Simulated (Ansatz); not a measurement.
A surface is cut from this relaxed crystal of ZrN:

```
Zr N
1.0
     0.00000    2.27609    2.27609
     2.27609    0.00000    2.27609
     2.27609    2.27609    0.00000
Zr N
1 1
Direct
  0.00000 0.00000 0.00000
  0.50000 0.50000 0.50000
```

Miller indices refer to the conventional cell of Fm-3m (No. 225), a = 4.552 Å, b = 4.552 Å, c = 4.552 Å, α = 90.00°, β = 90.00°, γ = 90.00°.

The (100) slab of 5 planes, 9.1 Å thick with 15 Å of vacuum as cut; outer planes ZrN (top) and ZrN (bottom).

All numbers below come from Ansatz, DFT PBEsol, scalar-relativistic, plane waves, PAW. Settings: cutoff 420 eV, Γ-centred mesh 11×11×1 on the computed 10-atom cell, Gaussian smearing of 0.10 eV; no spin polarisation. A dipole correction removes the field between periodic images along c.

With the atoms at the bulk's places:

For the slab as cut, the surface energy (mean of both faces) is 1.86 J/m² and the work function is 2.46 eV.

Question: What changes when all atoms relax within this surface cell and its symmetry?

Answer: The energy falls by 0.246 J/m² a face, and the largest move is 0.12 Å.

```
Surface energy (mean of both faces) : 1.62 J/m²
Work function                       : 2.38 eV
```

```tsv
plane (bottom to top)	atoms	spacing to next, bulk (Å)	relaxed (Å)	change (%)	rumpling (Å)
1	ZrN	2.276	2.251	-1.1	0.176
2	ZrN	2.276	2.273	-0.2	0.003
3	ZrN	2.276	2.273	-0.2	0.000
4	ZrN	2.276	2.251	-1.1	0.003
5	ZrN				0.176
```

Spin polarisation was left out, and a magnetic state may lie lower. In some of the runs charge leaks into the vacuum, so their work functions can be off.